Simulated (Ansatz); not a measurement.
## CHF3 (SMILES FC(F)F): the energy, rung by rung

CHF3: 5 atoms, total charge 0, spin state singlet. As SMILES, `FC(F)F`. Geometry: optimised at r2SCAN/def2-SVP.

```xyz
5

F    -0.6711   -0.3321    1.0821
C     0.0190    0.0550    0.0067
F     1.0498   -0.7775   -0.1581
F    -0.7753   -0.0367   -1.0626
H     0.3775    1.0914    0.1320
```

Quantity: the dissociation energy of the C2–F1 bond into doublet CHF2 and doublet F (shapes relaxed at r2SCAN/def2-SVP, no zero-point term), in eV. The values are calculated.

| level | kind | program | value (eV) | CPU time (all runs) |
| --- | --- | --- | --- | --- |
| HF/def2-TZVPP | Hartree–Fock | Ansatz | 3.79 | 1.8 s |
| PBE/def2-TZVPP | GGA | Ansatz | 5.67 | 4 s |
| r2SCAN/def2-TZVPP | meta-GGA | Ansatz | 5.47 | 8.2 s |
| B3LYP/def2-TZVPP | global hybrid | Ansatz | 5.39 | 4.5 s |
| PBE0-D4/def2-TZVPP | global hybrid | Ansatz | 5.48 | 4.2 s |
| wB97M-V/def2-TZVPP | range-separated hybrid | Ansatz | 5.65 | 14 s |
| MP2/def2-TZVPP | perturbation theory | Ansatz | 5.84 | 3.2 s |

The values span 3.79 to 5.84 eV. Hartree–Fock misses the correlation of the electron pair that is broken and comes out low. Measured bond enthalpies also hold zero-point and thermal terms, a few tenths of an eV less. In so small a basis fixed costs decide the times, and correlated methods can beat functionals. CPU times are rough (shared hosts, several kinds of processor and program).
